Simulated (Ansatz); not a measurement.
Method: DFT PBE, scalar-relativistic, plane waves, PAW (Ansatz). Settings: cutoff 420 eV, Γ-centred meshes spaced at most about 0.3 Å⁻¹, and about 0.25 Å⁻¹ or finer for metals (2π included), Gaussian smearing. Spin is collinear.

Temperature and zero-point effects are left out.

Question: Which of these relaxed structures of TiTe2 is the lowest in energy?
A.
(parallel moments up to 1.4 μB)
Space group Pmmm (No. 47). a = 3.534 Å, b = 4.284 Å, c = 6.247 Å, α = 90.00°, β = 90.00°, γ = 90.00°
```tsv
atom	site	symmetry	x	y	z
Ti	1f	mmm	0.5000	0.5000	0.0000
Te	1c	mmm	0.0000	0.0000	0.5000
Te	1a	mmm	0.0000	0.0000	0.0000
```

B.
(parallel moments up to 0.9 μB)
Space group P6_3/mmc (No. 194). a = 5.237 Å, b = 5.237 Å, c = 6.107 Å, α = 90.00°, β = 90.00°, γ = 120.00°
```tsv
atom	site	symmetry	x	y	z
Ti	2c	-6m2	0.3333	0.6667	0.2500
Te	2a	-3m.	0.0000	0.0000	0.0000
Te	2d	-6m2	0.3333	0.6667	0.7500
```

Answer: B. The other, A, lies 281 meV/atom higher. Forms: B Ni2In type, P6_3/mmc; A Pmmm. Counting Te atoms around Ti (those within 1.25 times the shortest such distance or 1.15 times the sum of covalent radii; a plus sign parts nearer from farther groups): B has Ti 5+6; A has Ti 4. Both come from invented guesses. The lowest form computed isn't among them: it has the cadmium iodide type, space group P-3m1 (No. 164), 28.4 Å³/atom, is reached from a cell as deposited in COD and lies 0.69 eV/atom below the best shown.

These runs have no spin–orbit coupling, which can matter for Te. Another magnetic order may lie lower. Cells relaxed within their symmetry can be saddle points. Some types were kept out of the candidates beforehand, so the set may lack a known form.
